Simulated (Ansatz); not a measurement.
# Notes on a calculation: InSb

**The experiment.** The Crystallography Open Database holds a cell as deposited of cubic InSb (space group F-43m), temperature not stated (1965): a = 6.470 Å, 33.85 Å³/atom.

“Electronic Structure and Epitaxy of CdTe Shells on InSb Nanowires”, 2021, arxiv:2111.05126 quotes, for a bulk crystal of InSb: band gap 0.24 eV.

Computed with Ansatz (plane waves, PAW, 420 eV cutoff): PBE, scalar-relativistic, no spin polarisation, 10×10×10 k-mesh, Gaussian smearing of 0.05 eV. The datasets are Ansatz's generated set soft_2.

The chain of runs began from a cell as deposited in COD, expanded in volume.

Starting cell, 1 % over the database's volume:

```
CELL_PARAMETERS angstrom
0.00000 3.24986 3.24986
3.24986 0.00000 3.24986
3.24986 3.24986 0.00000
ATOMIC_POSITIONS crystal
In 0.00000 0.00000 0.00000
Sb 0.75000 0.75000 0.75000
```

The first steps of the search for zero pressure:

```tsv
run	level	k-mesh	kind	V (Å³/atom)	P (GPa)	gap on the mesh (eV)
1	PBE	10×10×10	fixed cell	34.32	2.6	metal
2	PBE	10×10×10	fixed cell	34.93	1.8	metal
```

(1) At which volume does PBE reach zero pressure?

Answer:

(1) 36.50 Å³/atom, about 6.4 % over the start.

The steps that followed:

```tsv
run	level	k-mesh	kind	V (Å³/atom)	P (GPa)	E − E(final) (meV/atom)	gap on the mesh (eV)
3	PBE	10×10×10	fixed cell	36.50	0.0	0.0	metal
```

The cell is relaxed to zero pressure at this level.

The final structure (symmetry read at 0.01 Å). Symmetry: F-43m, No. 216, cubic system. Conventional cell: a = 6.635 Å, b = 6.635 Å, c = 6.635 Å, α = 90.00°, β = 90.00°, γ = 90.00°. In (site symmetry -43m) has 4 Sb at 2.87 Å as nearest neighbours. Sb (site symmetry -43m) has 4 In at 2.87 Å as nearest neighbours. (Neighbours are counted to 15 % beyond the shortest distance.)

```csv
atom,site,symmetry,x,y,z
In,4a,-43m,0.0000,0.0000,0.0000
Sb,4c,-43m,0.2500,0.2500,0.2500
```

- At the final geometry the gap, band path included, is zero (metallic).
- The equation of state gives B0 = 37 GPa and B0′ = 4.9.
- Against the elements' standard states, run alike and uncorrected, the formation energy is -0.13 eV/atom.

**Against experiment.** PBE gives 6.635 Å and 36.50 Å³/atom, +7.8 % in volume (+2.5 % in length) from the database's cell. PBE usually overestimates volumes, but by less than this. The static lattice also lacks zero-point motion and thermal expansion, roughly 0.9 to 2.3 % in volume at 300 K (room temperature assumed) by Grüneisen's rule, γ·3k_BT/(B0·V0) with γ of 1 to 2.5, so its own overestimate is larger than the figure. The database's entry may also be off. Measured gap of InSb: 0.24 eV (quoted in “Electronic Structure and Epitaxy of CdTe Shells on InSb Nanowires”, 2021, arxiv:2111.05126). This calculation gives 0.00 eV (-0.24 eV). Kohn–Sham gaps of semilocal functionals mostly fall below measured ones. Spin–orbit coupling is left out here. Temperature and excitons aren't in the calculation.

Scalar-relativistic only: spin–orbit splittings of the heavy atoms' levels are missing. At this volume the filled and empty bands only touch, so this is a zero-gap semimetal rather than a metal, and a semilocal functional can cause such a touching.
